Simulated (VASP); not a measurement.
# V (Im-3m) in VASP: notebook, part 2 of 2

VASP 6.6.1. The steps go on from the part before.

## (5) Single point, PBEsol

Input file INCAR:

```
ALGO = Normal
EDIFF = 1E-6
ENCUT = 900
GGA = PS
ISIF = 2
ISMEAR = 0
LASPH = True
LCHARG = True
LELF = True
LREAL = False
LVHAR = True
LWAVE = False
NBANDS = 12
NELM = 80
PREC = Accurate
SIGMA = 0.1
```

Input file KPOINTS:

```
k-points
0
Gamma
  20 20 20
```

Input file POSCAR:

```
V
1.0
   -1.4796800000      1.4796800000      1.4796800000
    1.4796800000     -1.4796800000      1.4796800000
    1.4796800000      1.4796800000     -1.4796800000
V
1
Direct
    1.0000000000      0.0000000000      1.0000000000
```

Potentials or basis: VASP PAW PBE potentials, release 64 (V_sv).

Run with:

```bash
$ cat potpaw_PBE.64/V_sv/POTCAR > POTCAR
$ mpirun -np 1 vasp_std > vasp.out
```

OUTCAR:

```text
EDIFF = 1E-6
   ENCUT = 900
   GGA = PS
   ISIF = 2
   ISMEAR = 0
   LASPH = True
   LREAL = False
   NELM = 80
   PREC = Accurate

 ion  position               nearest neighbor table
   1  0.000  0.000  0.000-

  LATTYP: Found a body centered cubic cell.
 ALAT       =     2.9593600000

  Lattice vectors:

 A1 = (  -1.4796800000,   1.4796800000,   1.4796800000)
 A2 = (   1.4796800000,  -1.4796800000,   1.4796800000)
 A3 = (   1.4796800000,   1.4796800000,  -1.4796800000)

Analysis of symmetry for initial positions (statically):
=====================================================================
 Subroutine PRICEL returns:
 Original cell was already a primitive cell.

 Routine SETGRP: Setting up the symmetry group for a
 body centered cubic supercell.

 Subroutine GETGRP returns: Found 48 space group operations
 (whereof 48 operations were pure point group operations)
 out of a pool of 48 trial point group operations.

The static configuration has the point symmetry O_h .

Analysis of symmetry for dynamics (positions and initial velocities):
=====================================================================
 Subroutine PRICEL returns:
 Original cell was already a primitive cell.

 Routine SETGRP: Setting up the symmetry group for a
 body centered cubic supercell.

 Subroutine GETGRP returns: Found 48 space group operations
 (whereof 48 operations were pure point group operations)
 out of a pool of 48 trial point group operations.

The dynamic configuration has the point symmetry O_h .

 Subroutine INISYM returns: Found 48 space group operations
 (whereof 48 operations are pure point group operations),
 and found     1 'primitive' translations

----------------------------------------------------------------------------------------

                                     Primitive cell

  volume of cell :      12.9588

[... 112 lines left out ...]
   LHFCALC =     F    Hartree Fock is set to
   AEXX    =    0.0000 exact exchange contribution
   IVDW    =     0    specifies the selected vdW correction
   LEPSILON=     F    determine dielectric tensor
   LRPA    =     F    only Hartree local field effects (RPA)
 non-spin polarized calculation
 Gauss-broadening in eV      SIGMA  =   0.10
  energy-cutoff  :      900.00
  volume of cell :       12.96
 maximum number of plane-waves:       811
 NGX is ok and might be reduce to    28
   NGX = 13   NGY = 13   NGZ = 13

 number of electron      12.9999999 magnetization

 Free energy of the ion-electron system (eV)
  ---------------------------------------------------
  ext. energy  EPLUGINS =         0.00000000
  ---------------------------------------------------
  free energy    TOTEN  =        -9.63995443 eV

  energy without entropy =       -9.63151775  energy(sigma->0) =       -9.63573609

 E-fermi :  10.0443     XC(G=0): -13.2720

 val. band max:       10.0416909432   @ k =   0.3000   0.0000   0.0000
 cond. band min:      10.0561758147   @ k =  -0.3500   0.4500   0.1500
 fundamental gap:      0.0144848715
 Fermi energy:        10.0442953035

 k-point     1 :       0.0000    0.0000    0.0000
  band No.  band energies     occupation
      1     -53.3856      2.00000
      2     -26.7200      2.00000
      3     -26.7200      2.00000
      4     -26.7200      2.00000
      5       3.3714      2.00000
      6      10.4664      0.00000
      7      10.4664      0.00000
      8      10.4664      0.00000
      9      12.5710      0.00000
     10      12.5710      0.00000
     11      30.8397      0.00000
     12      30.8397      0.00000
[... 331 lines left out ...]
 k-point    24 :       0.2500    0.1000    0.0000
  band No.  band energies     occupation
      1     -53.2234      2.00000
      2     -27.4142      2.00000
      3     -26.9417      2.00000
      4     -26.7600      2.00000
      5       6.4327      2.00000
      6       9.3412      2.00000
      7       9.7621      1.99993
      8      12.1797      0.00000
      9      12.8828      0.00000
     10      13.1790      0.00000
     11      25.1648      0.00000
     12      27.5519      0.00000

 [... further k-points ...]

------------------------ aborting loop because EDIFF is reached ----------------------------------------

  FORCE on cell =-STRESS in cart. coord.  units (eV):
  Direction    XX          YY          ZZ          XY          YZ          ZX
  --------------------------------------------------------------------------------------
  -------------------------------------------------------------------------------------
  Total        0.0116736      0.0116736      0.0116736      0.0000000      0.0000000     -0.0000000
  in kB        1.4432887      1.4432887      1.4432887      0.0000000      0.0000000     -0.0000000
  external PRESSURE =       1.4432887 kB  Pullay stress =       0.0000000 kB

 VOLUME and BASIS-vectors are now :
 -----------------------------------------------------------------------------
  energy-cutoff  :      900.00
  volume of cell :       12.96
      direct lattice vectors                 reciprocal lattice vectors
    -1.479680000  1.479680000  1.479680000     0.000000000  0.337910900  0.337910900
     1.479680000 -1.479680000  1.479680000     0.337910900  0.000000000  0.337910900
     1.479680000  1.479680000 -1.479680000     0.337910900  0.337910900  0.000000000

 POSITION                                       TOTAL-FORCE (eV/Angst)
 -----------------------------------------------------------------------------------
      0.00000      0.00000      0.00000        -0.000000      0.000000      0.000000
 -----------------------------------------------------------------------------------
    total drift:                                0.000000     -0.000000     -0.000000

  FREE ENERGIE OF THE ION-ELECTRON SYSTEM (eV)
  ---------------------------------------------------
  free  energy   TOTEN  =        -9.6399544299 eV

  energy  without entropy=       -9.6315177508  energy(sigma->0) =       -9.63573609
```

stdout:

```text
POSCAR found type information on POSCAR V
 POSCAR found :  1 types and       1 ions
 scaLAPACK will be used
 -----------------------------------------------------------------------------
|                                                                             |
|                                                                             |
|     You enforced a specific xc type in the INCAR file but a different       |
|     I HOPE YOU KNOW WHAT YOU ARE DOING!                                     |
|                                                                             |
 -----------------------------------------------------------------------------

 LDA part: xc-table for (Slater+PW92), standard interpolation
 POSCAR, INCAR and KPOINTS ok, starting setup
 FFT: planning ... GRIDC
 FFT: planning ... GRID_SOFT
 FFT: planning ... GRID
 WAVECAR not read
 entering main loop
```

It took 41 s on 1 thread of Intel Xeon Platinum 8488C (Sapphire Rapids), shared host; peak memory 0.22 GiB.

What came out:

```
Free energy            : -9.6400 eV
Pressure               : 0.1 GPa
Band gap on the k mesh : none (metal or under the smearing width)
```

Caveat: the PAW data sets were made with another functional, which shifts forces and pressure a little.

## (6) Single point, r2SCAN

Input file INCAR:

```
ALGO = Normal
EDIFF = 1E-6
ENCUT = 520
ISIF = 2
ISMEAR = 0
LASPH = True
LCHARG = True
LELF = True
LMIXTAU = True
LREAL = False
LVHAR = True
LWAVE = False
METAGGA = R2SCAN
NBANDS = 12
NELM = 80
PREC = Accurate
SIGMA = 0.1
```

KPOINTS is that of step 5.

POSCAR is that of step 5.

Potentials or basis: VASP PAW PBE potentials, release 64 (V_sv).

Run with:

```bash
$ cat potpaw_PBE.64/V_sv/POTCAR > POTCAR
$ mpirun -np 1 vasp_std > vasp.out
```

OUTCAR:

```text
EDIFF = 1E-6
   ENCUT = 520
   ISIF = 2
   ISMEAR = 0
   LASPH = True
   LREAL = False
   METAGGA = R2SCAN
   NELM = 80
   PREC = Accurate

 ion  position               nearest neighbor table
   1  0.000  0.000  0.000-

  LATTYP: Found a body centered cubic cell.
 ALAT       =     2.9593600000

  Lattice vectors:

 A1 = (  -1.4796800000,   1.4796800000,   1.4796800000)
 A2 = (   1.4796800000,  -1.4796800000,   1.4796800000)
[... 538 lines left out ...]
     10      13.4377      0.00000
     11      25.8181      0.00000
     12      28.3104      0.00000

 [... further k-points ...]

------------------------ aborting loop because EDIFF is reached ----------------------------------------

  FORCE on cell =-STRESS in cart. coord.  units (eV):
  Direction    XX          YY          ZZ          XY          YZ          ZX
  --------------------------------------------------------------------------------------
  -------------------------------------------------------------------------------------
  Total        0.4440891      0.4440891      0.4440891      0.0000000     -0.0000000     -0.0000000
  in kB       54.9056766     54.9056766     54.9056766      0.0000000     -0.0000000     -0.0000000
  external PRESSURE =      54.9056766 kB  Pullay stress =       0.0000000 kB

 VOLUME and BASIS-vectors are now :
 -----------------------------------------------------------------------------
  energy-cutoff  :      520.00
  volume of cell :       12.96
      direct lattice vectors                 reciprocal lattice vectors
    -1.479680000  1.479680000  1.479680000     0.000000000  0.337910900  0.337910900
     1.479680000 -1.479680000  1.479680000     0.337910900  0.000000000  0.337910900
     1.479680000  1.479680000 -1.479680000     0.337910900  0.337910900  0.000000000

 POSITION                                       TOTAL-FORCE (eV/Angst)
 -----------------------------------------------------------------------------------
      0.00000      0.00000      0.00000        -0.000000      0.000000     -0.000000
 -----------------------------------------------------------------------------------
    total drift:                                0.000000     -0.000000      0.000000

  FREE ENERGIE OF THE ION-ELECTRON SYSTEM (eV)
  ---------------------------------------------------
  free  energy   TOTEN  =       -14.1276240124 eV

  energy  without entropy=      -14.1197134715  energy(sigma->0) =      -14.12366874
```

Run time: 99 s. Hardware: 1 thread of Intel Xeon Platinum 8488C (Sapphire Rapids), shared host; peak memory 0.15 GiB.

What came out:

* Free energy: -14.1276 eV
* Pressure: 5.5 GPa
* Band gap on the k mesh: none (metal or under the smearing width)

Caveat: the PAW data sets were made with another functional, which shifts forces and pressure a little.

## (7) The runs side by side

```csv
level,k mesh,cutoff (eV),smearing,gap on the mesh (eV),pressure (GPa)
PBEsol,20 × 20 × 20,700,gaussian 0.1 eV,none,0.0
PBEsol,30 × 30 × 30,520,gaussian 0.1 eV,none,0.0
PBEsol,20 × 20 × 20,520,gaussian 0.5 eV,none,1.3
PBEsol,20 × 20 × 20,900,gaussian 0.1 eV,none,0.1
r2SCAN,20 × 20 × 20,520,gaussian 0.1 eV,none,5.5
```

Alike in all rows: task single point; potentials or basis VASP PAW PBE potentials, release 64 (V_sv); no spin polarisation; cell as given.

Every run on the cell as given and a fine mesh finds a metal. The pressure there spans 0.0 GPa (PBEsol) to 5.5 GPa (r2SCAN); a positive pressure means that this level wants a larger cell, a negative one a smaller.

Caveats: the PAW data sets were made with another functional, which shifts forces and pressure a little.

Total energies depend on the potentials used, so only differences within one code and one set of settings carry meaning.
